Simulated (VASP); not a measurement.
# In2O3 (R-3c) in VASP: notebook, part 2 of 2

VASP 6.6.1.

## (4) Equation of state, LDA, 11.91 Å³/atom (a relaxed cell with its volume scaled by 0.96)

The input, INCAR:

```
SYSTEM = In2O3
PREC = Accurate
ENCUT = 520
EDIFF = 1E-6
ISMEAR = 0
SIGMA = 0.02
LREAL = .False.
LASPH = .True.
NELM = 60
ALGO = Fast
ISIF = 2
LWAVE = .False.
LCHARG = .False.
GGA = CA
KPAR = 4
```

The input, KPOINTS:

```
Automatic mesh
0
Gamma
  6 6 6
  0 0 0
```

The input, POSCAR:

```
In2O3                                   
1.0
    2.6966214830      1.5568951391      4.7294544992
   -2.6966214830      1.5568951391      4.7294544992
    0.0000000000     -3.1137902782      4.7294544992
  In              O             
     4     6
Direct
     0.8576586687144778    0.8576586687144778    0.8576586687144778
     0.6423413312855222    0.6423413312855222    0.6423413312855222
     0.1423413312855220    0.1423413312855220    0.1423413312855220
     0.3576586687144779    0.3576586687144779    0.3576586687144779
     0.0455508465152147    0.7499999999999999    0.4544491534847853
     0.7500000000000001    0.4544491534847852    0.0455508465152146
     0.4544491534847851    0.0455508465152148    0.7500000000000000
     0.9544491534847852    0.2500000000000001    0.5455508465152147
     0.2499999999999999    0.5455508465152148    0.9544491534847853
     0.5455508465152150    0.9544491534847850    0.2500000000000000
```

Potentials or basis: VASP PAW LDA potentials, release 64 (In_d, O).

Launch:

```sh
> cat potpaw_LDA.64/In_d/POTCAR potpaw_LDA.64/O/POTCAR > POTCAR
> mpirun -np 4 vasp_std > vasp.out
```

OUTCAR:

```text
SYSTEM = In2O3
   PREC = Accurate
   ENCUT = 520
   EDIFF = 1E-6
   ISMEAR = 0
   LREAL = .False.
   LASPH = .True.
   NELM = 60
   ISIF = 2
   GGA = CA

 ion  position               nearest neighbor table
   1  0.858  0.858  0.858-   8 2.08  10 2.08   9 2.08   6 2.21   5 2.21   7 2.21   2 3.06   3 3.19
                             3 3.19   3 3.19   2 3.54   2 3.54   2 3.54   4 3.91   4 3.91   4 3.91
   2  0.642  0.642  0.642-   9 2.08  10 2.08   8 2.08   6 2.21   5 2.21   7 2.21   1 3.06   4 3.19
                             4 3.19   4 3.19   1 3.54   1 3.54   1 3.54   3 3.91   3 3.91   3 3.91
   3  0.142  0.142  0.142-   5 2.08   7 2.08   6 2.08   8 2.21   9 2.21  10 2.21   4 3.06   1 3.19
                             1 3.19   1 3.19   4 3.54   4 3.54   4 3.54   2 3.91   2 3.91   2 3.91
   4  0.358  0.358  0.358-   6 2.08   7 2.08   5 2.08   8 2.21   9 2.21  10 2.21   3 3.06   2 3.19
                             2 3.19   2 3.19   3 3.54   3 3.54   3 3.54   1 3.91   1 3.91   1 3.91
   5  0.046  0.750  0.454-   3 2.08   4 2.08   1 2.21   2 2.21
   6  0.750  0.454  0.046-   4 2.08   3 2.08   1 2.21   2 2.21
   7  0.454  0.046  0.750-   3 2.08   4 2.08   1 2.21   2 2.21
   8  0.954  0.250  0.546-   1 2.08   2 2.08   3 2.21   4 2.21
   9  0.250  0.546  0.954-   2 2.08   1 2.08   3 2.21   4 2.21
  10  0.546  0.954  0.250-   1 2.08   2 2.08   3 2.21   4 2.21

  LATTYP: Found a trigonal (rhomboedric) cell.
 ALAT       =     5.6624579254
 COS(alpha) =     0.5464136259

  Lattice vectors:

 A1 = (   2.6966214830,   1.5568951391,   4.7294544992)
 A2 = (  -2.6966214830,   1.5568951391,   4.7294544992)
 A3 = (   0.0000000000,  -3.1137902782,   4.7294544992)

Analysis of symmetry for initial positions (statically):
=====================================================================
 Subroutine PRICEL returns:
 Original cell was already a primitive cell.

 Routine SETGRP: Setting up the symmetry group for a
 trigonal (rhombohedral) supercell.

 Subroutine GETGRP returns: Found 12 space group operations
 (whereof  6 operations were pure point group operations)
 out of a pool of 12 trial point group operations.

The static configuration has the point symmetry S_6 .
 The point group associated with its full space group is D_3d.

Analysis of symmetry for dynamics (positions and initial velocities):
=====================================================================
 Subroutine PRICEL returns:
 Original cell was already a primitive cell.

 Routine SETGRP: Setting up the symmetry group for a
 trigonal (rhombohedral) supercell.

 Subroutine GETGRP returns: Found 12 space group operations
 (whereof  6 operations were pure point group operations)
 out of a pool of 12 trial point group operations.

The dynamic configuration has the point symmetry S_6 .
 The point group associated with its full space group is D_3d.

 Subroutine INISYM returns: Found 12 space group operations
 (whereof  6 operations are pure point group operations),
 and found     1 'primitive' translations

----------------------------------------------------------------------------------------

                                     Primitive cell

  volume of cell :     119.1356

  direct lattice vectors                    reciprocal lattice vectors
     2.696621483  1.556895139  4.729454499     0.185417198  0.107050669  0.070480292
[... 86 lines left out ...]
   total plane-waves  NPLWV =  74088
   dimension x,y,z NGX =    42 NGY =   42 NGZ =   42
   dimension x,y,z NGXF=    84 NGYF=   84 NGZF=   84
   ions per type =               4   6
   NGX,Y,Z   is equivalent  to a cutoff of  12.33, 12.33, 12.33 a.u.
   NGXF,Y,Z  is equivalent  to a cutoff of  24.66, 24.66, 24.66 a.u.
 SYSTEM =  In2O3
   PREC   = accura    normal or accurate (medium, high low for compatibility)
   ISTART =      0    job   : 0-new  1-cont  2-samecut
   ICHARG =      2    charge: 1-file 2-atom 10-const
   ISPIN  =      1    spin polarized calculation?
   LNONCOLLINEAR =      F non collinear calculations
   LSORBIT =      F    spin-orbit coupling
   LASPH  =      T    aspherical Exc in radial PAW
   ENCUT  =  520.0 eV  38.22 Ry    6.18 a.u.  10.53 10.53 10.53*2*pi/ulx,y,z
   NELM   =     60;   NELMIN=  2; NELMDL= -5     # of ELM steps
   EDIFF  = 0.1E-05   stopping-criterion for ELM
   LREAL  =      F    real-space projection
   EDIFFG = 0.1E-04   stopping-criterion for IOM
   NSW    =      0    number of steps for IOM
   IBRION =     -1    ionic relax: 0-MD 1-quasi-New 2-CG
   NFREE  =      0    steps in history (QN), initial steepest desc. (CG)
   ISIF   =      2    stress and relaxation
   ISYM   =      2    0-nonsym 1-usesym 2-fastsym
   POTIM  = 0.5000    time-step for ionic-motion
   TEBEG  =    0.0;   TEEND  =   0.0 temperature during run
   PSTRESS=    0.0 pullay stress
   NELECT =      88.0000    total number of electrons
   NUPDOWN=      -1.0000    fix difference up-down
   EMIN   =  10.00;   EMAX   =-10.00  energy-range for DOS
   EFERMI =   0.00;   METHOD = LEGACY
   ISMEAR =     0;   SIGMA  =   0.02  broadening in eV -4-tet -1-fermi 0-gaus
   EFERMI_NEDOS =   21; number of points for ismear=-14 and -15
   IALGO  =     68    algorithm
   IMIX   =      4    mixing-type and parameters
     AMIX     =   0.40;   BMIX     =  1.00
     AMIX_MAG =   1.60;   BMIX_MAG =  1.00
  volume/ion in A,a.u.               =      11.91        80.40
  Fermi-wavevector in a.u.,A,eV,Ry     =   1.479864  2.796538 29.796729  2.189998
  Thomas-Fermi vector in A             =   2.593969
   LORBIT       =      0    0 simple, 1 ext, 2 COOP (PROOUT), +10 PAW based schemes
   GGA     = CA    functional components
   LHFCALC =     F    Hartree Fock is set to
   AEXX    =    0.0000 exact exchange contribution
   IVDW    =     0    specifies the selected vdW correction
   LEPSILON=     F    determine dielectric tensor
   LRPA    =     F    only Hartree local field effects (RPA)
 non-spin polarized calculation
 RMM-DIIS sequential band-by-band and
 Gauss-broadening in eV      SIGMA  =   0.02
  energy-cutoff  :      520.00
  volume of cell :      119.14
 maximum number of plane-waves:      3227
   NGX = 21   NGY = 21   NGZ = 21

 number of electron      88.0000004 magnetization

 Free energy of the ion-electron system (eV)
  ---------------------------------------------------
  ext. energy  EPLUGINS =         0.00000000
  ---------------------------------------------------
  free energy    TOTEN  =       -63.52369902 eV

  energy without entropy =      -63.52369902  energy(sigma->0) =      -63.52369902

 E-fermi :   6.1450     XC(G=0): -12.0608

 val. band max:        6.0376350441   @ k =   0.0000   0.0000   0.0000
 cond. band min:       7.6135297677   @ k =   0.0000   0.0000   0.0000
 fundamental gap:      1.5758947236
 Fermi energy:         6.1449557562

 k-point     1 :       0.0000    0.0000    0.0000
  band No.  band energies     occupation
      1     -11.8072      2.00000
      2     -10.7484      2.00000
      3     -10.7484      2.00000
      4     -10.4832      2.00000
      5     -10.4832      2.00000
      6     -10.3791      2.00000
[... 1309 lines left out ...]
     51      15.0369      0.00000
     52      15.8111      0.00000

 [... further k-points ...]

------------------------ aborting loop because EDIFF is reached ----------------------------------------

  FORCE on cell =-STRESS in cart. coord.  units (eV):
  Direction    XX          YY          ZZ          XY          YZ          ZX
  --------------------------------------------------------------------------------------
  -------------------------------------------------------------------------------------
  Total        6.7913690      6.7913690      5.8239472      0.0000000     -0.0000000     -0.0000000
  in kB       91.3326917     91.3326917     78.3224663      0.0000000     -0.0000000     -0.0000000
  external PRESSURE =      86.9959499 kB  Pullay stress =       0.0000000 kB

 VOLUME and BASIS-vectors are now :
 -----------------------------------------------------------------------------
  energy-cutoff  :      520.00
  volume of cell :      119.14
      direct lattice vectors                 reciprocal lattice vectors
     2.696621483  1.556895139  4.729454499     0.185417198  0.107050669  0.070480292
    -2.696621483  1.556895139  4.729454499    -0.185417198  0.107050669  0.070480292
     0.000000000 -3.113790278  4.729454499     0.000000000 -0.214101339  0.070480292

 POSITION                                       TOTAL-FORCE (eV/Angst)
 -----------------------------------------------------------------------------------
      0.00000      0.00000     12.16877        -0.000000      0.000000      0.105573
      0.00000      0.00000      9.11377        -0.000000      0.000000     -0.105573
      0.00000      0.00000      2.01959        -0.000000     -0.000000     -0.105573
      0.00000      0.00000      5.07459        -0.000000      0.000000      0.105573
     -1.89963     -0.17647      5.91182        -0.003100     -0.005370     -0.000000
      0.79699      1.73337      5.91182        -0.003100      0.005370     -0.000000
      1.10264     -1.55690      5.91182         0.006200      0.000000     -0.000000
      1.89963      0.17647      8.27655         0.003100      0.005370     -0.000000
     -0.79699     -1.73337      8.27655         0.003100     -0.005370     -0.000000
     -1.10264      1.55690      8.27655        -0.006200      0.000000     -0.000000
 -----------------------------------------------------------------------------------
    total drift:                               -0.000000      0.000000      0.000000

  FREE ENERGIE OF THE ION-ELECTRON SYSTEM (eV)
  ---------------------------------------------------
  free  energy   TOTEN  =       -63.5236990156 eV

  energy  without entropy=      -63.5236990156  energy(sigma->0) =      -63.52369902
```

Run time: 67 s. Hardware: 4 MPI ranks of Intel Xeon Platinum 8488C (Sapphire Rapids), shared host; peak memory 0.29 GiB.

Results:

```
Free energy            : -63.5237 eV
Pressure               : 8.7 GPa
Largest force          : 0.106 eV/Å
Band gap on the k mesh : 1.58 eV, direct
```

Caveat: spin-orbit coupling is left out, which moves the levels of the heavy elements.

## (5) Equation of state, LDA, 12.16 Å³/atom (a relaxed cell with its volume scaled by 0.98)

INCAR is that of step 4.

KPOINTS is that of step 4.

Changes to POSCAR since step 4:

```diff
@@ -2,5 +2,5 @@
 1.0
-    2.6966214830      1.5568951391      4.7294544992
-   -2.6966214830      1.5568951391      4.7294544992
-    0.0000000000     -3.1137902782      4.7294544992
+    2.7152194603      1.5676326863      4.7620724575
+   -2.7152194603      1.5676326863      4.7620724575
+    0.0000000000     -3.1352653725      4.7620724575
   In              O
```

Launch:

```sh
> cat potpaw_LDA.64/In_d/POTCAR potpaw_LDA.64/O/POTCAR > POTCAR
> mpirun -np 4 vasp_std > vasp.out
```

It took 62 s on 4 MPI ranks of Intel Xeon Platinum 8488C (Sapphire Rapids), shared host; peak memory 0.29 GiB.

It converged, with:

```yaml
Free_energy: -63.6264 eV
Pressure: 4.2 GPa
Largest_force: 0.050 eV/Å
Band_gap_on_the_k_mesh: 1.44 eV, indirect (least direct gap 1.45 eV)
```

Caveat: spin-orbit coupling is left out, which moves the levels of the heavy elements.

## (6) Equation of state, LDA, 12.41 Å³/atom

INCAR is that of step 5.

KPOINTS is that of step 5.

Changes to POSCAR since step 5:

```diff
@@ -2,5 +2,5 @@
 1.0
-    2.7152194603      1.5676326863      4.7620724575
-   -2.7152194603      1.5676326863      4.7620724575
-    0.0000000000     -3.1352653725      4.7620724575
+    2.7335660942      1.5782251203      4.7942495988
+   -2.7335660942      1.5782251203      4.7942495988
+    0.0000000000     -3.1564502406      4.7942495988
   In              O
```

Potentials or basis: VASP PAW LDA potentials, release 64 (In_d, O).

Launch:

```sh
> cat potpaw_LDA.64/In_d/POTCAR potpaw_LDA.64/O/POTCAR > POTCAR
> mpirun -np 4 vasp_std > vasp.out
```

Wall time 82 s (4 MPI ranks of Intel Xeon Platinum 8488C (Sapphire Rapids), shared host); peak memory 0.34 GiB.

The run converged. Its results:

* Free energy: -63.6635 eV
* Pressure: 0.2 GPa
* Largest force: 0.004 eV/Å
* Band gap on the k mesh: 1.29 eV, indirect (least direct gap 1.33 eV)

Caveat: spin-orbit coupling is left out, which moves the levels of the heavy elements.

## (7) Equation of state, LDA, 12.66 Å³/atom (a relaxed cell with its volume scaled by 1.02)

INCAR is that of step 6.

KPOINTS is that of step 6.

Changes to POSCAR since step 6:

```diff
@@ -2,5 +2,5 @@
 1.0
-    2.7335660942      1.5782251203      4.7942495988
-   -2.7335660942      1.5782251203      4.7942495988
-    0.0000000000     -3.1564502406      4.7942495988
+    2.7516697085      1.5886772469      4.8260005215
+   -2.7516697085      1.5886772469      4.8260005215
+    0.0000000000     -3.1773544938      4.8260005215
   In              O
```

Launch:

```sh
> cat potpaw_LDA.64/In_d/POTCAR potpaw_LDA.64/O/POTCAR > POTCAR
> mpirun -np 4 vasp_std > vasp.out
```

Wall time 84 s (4 MPI ranks of Intel Xeon Platinum 8488C (Sapphire Rapids), shared host); peak memory 0.33 GiB.

Results (log left out):

- Free energy: -63.6423 eV
- Pressure: -3.3 GPa
- Largest force: 0.047 eV/Å
- Band gap on the k mesh: 1.16 eV, indirect (least direct gap 1.21 eV)

Caveat: spin-orbit coupling is left out, which moves the levels of the heavy elements.

## (8) Equation of state, LDA, 12.91 Å³/atom (a relaxed cell with its volume scaled by 1.04)

INCAR is that of step 7.

KPOINTS is that of step 7.

Changes to POSCAR since step 7:

```diff
@@ -2,5 +2,5 @@
 1.0
-    2.7516697085      1.5886772469      4.8260005215
-   -2.7516697085      1.5886772469      4.8260005215
-    0.0000000000     -3.1773544938      4.8260005215
+    2.7695381943      1.5989936220      4.8573390653
+   -2.7695381943      1.5989936220      4.8573390653
+    0.0000000000     -3.1979872440      4.8573390653
   In              O
```

Launch:

```sh
> cat potpaw_LDA.64/In_d/POTCAR potpaw_LDA.64/O/POTCAR > POTCAR
> mpirun -np 4 vasp_std > vasp.out
```

It took 1.7 min on 4 MPI ranks of Intel Xeon Platinum 8488C (Sapphire Rapids), shared host; peak memory 0.34 GiB.

It converged, with:

```
Free energy            : -63.5690 eV
Pressure               : -6.6 GPa
Largest force          : 0.088 eV/Å
Band gap on the k mesh : 1.02 eV, indirect (least direct gap 1.09 eV)
```

Caveat: spin-orbit coupling is left out, which moves the levels of the heavy elements.

## (9) Equation of state, LDA

This run uses another cell than the first one, of 12.41 Å³/atom, 0.984 times its volume.

Potentials or basis: VASP PAW LDA potentials, release 64 (In_d, O).

This step only gathers the single runs of the series.

What came out:

- Equilibrium volume: 12.44 Å³/atom
- Bulk modulus at fixed shape and positions: 186 GPa
- Pressure derivative of the bulk modulus: 4.7 (rough: it moves with the points fitted)

Energy against volume, from the lowest point:
```
volume (Å³/atom)  energy (meV/atom)
          11.914              13.98
          12.162               3.71
          12.410               0.00
          12.658               2.11
          12.906               9.45
```

Caveat: the cell was scaled at fixed shape and fractional positions, which overstates the stiffness of a crystal with free parameters, most of all of layers and chains.

## (10) For comparison

An earlier run on the cell as given: functional PBE; potentials or basis VASP PAW PBE potentials, release 64 (In_d, O); cutoff 520 eV; k mesh 6 × 6 × 6; occupations fermi-dirac, width 0.05 eV; no spin polarisation.

* Pressure: 9.0 GPa
* Largest force: 0.139 eV/Å
* Band gap on the k mesh: 1.30 eV, indirect (least direct gap 1.34 eV)

## (11) Summary

| task | level | potentials or basis | cell | smearing | ladder | gap on the mesh (eV) |
| --- | --- | --- | --- | --- | --- | --- |
| dielectric tensor | LDA | VASP PAW LDA potentials, release 64 (In_d, O) | R-3c, 12.61 Å³/atom | gaussian 0.02 eV | free | 1.20 |
| equation of state | LDA | VASP PAW LDA potentials, release 64 (In_d, O) | R-3c, 12.41 Å³/atom | gaussian 0.02 eV | gaps | - |
| single point | PBE | VASP PAW PBE potentials, release 64 (In_d, O) | R-3c, 12.61 Å³/atom | fermi-dirac 0.05 eV | - | 1.30 |

Alike in all rows: no spin polarisation; k mesh 6 × 6 × 6; cutoff (eV) 520.

Caveats: spin-orbit coupling is left out, which moves the levels of the heavy elements (some runs); the cell was scaled at fixed shape and fractional positions, which overstates the stiffness of a crystal with free parameters, most of all of layers and chains (some runs).

Total energies depend on the potentials used, so only differences within one code and one set of settings carry meaning.

## (12) How close it comes

Step 3. Measured gap of In2O3: 3.08 eV (optical; powder; “Fabrication and performance enhancement of an In2O3/BiVO4 heterojunction for N-butanol gas sensing applications”, 2024, pmc:11650617). This calculation gives 1.20 eV (-1.88 eV). So large a miss can be the level of theory's own, or it may mean another phase, state or a wrong row. Spin-orbit coupling on In is left out. The value is that of LDA on a finite k mesh, which can miss the band edges, without temperature or zero-point motion. Semilocal functionals fall short of measured gaps as a rule.
